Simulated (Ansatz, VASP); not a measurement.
Given: the input of a run of Ansatz 0.2.0 on GaN.

input.yaml

```yaml
crystal:
  lattice:
    - [0.0, 2.283155332, 2.283155332]
    - [2.283155332, 0.0, 2.283155332]
    - [2.283155332, 2.283155332, 0.0]
  atoms:
    - { symbol: Ga, position: [0.0, 0.0, 0.0] }
    - { symbol: "N", position: [0.25, 0.25, 0.25] }
hamiltonian:
  xc: revpbe
  pseudopotentials: { kind: paw }
kpoints:
  mp_grid: { grid: [10, 10, 10] }
scf:
  occupations: { method: fermi_dirac, width: 0.05 }
output:
  forces: true
  stress: true
  eigenvalues: true
```

Potentials or basis: Ansatz PAW.

The run is started by

```sh
$ ansatz run input.yaml --threads 2 --pin off --max-ram 5120MiB --backend cpu --events-out ev --progress --plain --runs-dir out
```

Question: Translate it to VASP 6.6.1. Potentials there: VASP PAW PBE potentials, release 64 (Ga_d, N).

Answer: As run (the cutoff follows the program's own potentials):

The input INCAR:

```
PREC = Accurate ; ENCUT = 520
EDIFF = 1E-6 ; ISMEAR = -1
SIGMA = 0.05 ; LREAL = False
LASPH = True ; NELM = 60
ALGO = Normal ; ISIF = 2
LWAVE = False ; LCHARG = False
GGA = RE ; NBANDS = 16
```

KPOINTS

```
Automatic mesh
0
Gamma
  10 10 10
```

Contents of POSCAR:

```
GaN
1.0
    0.0000000000      2.2831553320      2.2831553320
    2.2831553320      0.0000000000      2.2831553320
    2.2831553320      2.2831553320      0.0000000000
Ga N
1 1
Direct
    0.0000000000      0.0000000000      0.0000000000
    0.2500000000      0.2500000000      0.2500000000
```

Potentials or basis: VASP PAW PBE potentials, release 64 (Ga_d, N).

Command:

```console
$ cat potpaw_PBE.64/Ga_d/POTCAR potpaw_PBE.64/N/POTCAR > POTCAR
$ mpirun -np 1 vasp_std > vasp.out
```

Both were run:

|  | VASP | Ansatz | Ansatz less VASP |
| --- | --- | --- | --- |
| gap on the k mesh at the Fermi level (eV) | 1.51 | 1.49 | -0.018 |
| least direct gap on the mesh (eV) | 1.51 | 1.49 | -0.018 |
| pressure (GPa) | 0.8 | 0.9 | +0.06 |

The functional is the same, so the differences come from potentials, cutoffs and numerics.

Caveats: the PAW data sets were made with another functional, which shifts forces and pressure a little (VASP); the pressure holds a Pulay correction of +0.5 GPa for the finite cutoff (Ansatz); the PAW data sets come from PBE, with cores solved anew for the run's functional, which leaves a small shift of forces and pressure (Ansatz). revPBE gaps usually lie below the measured ones, often by a third to a half.
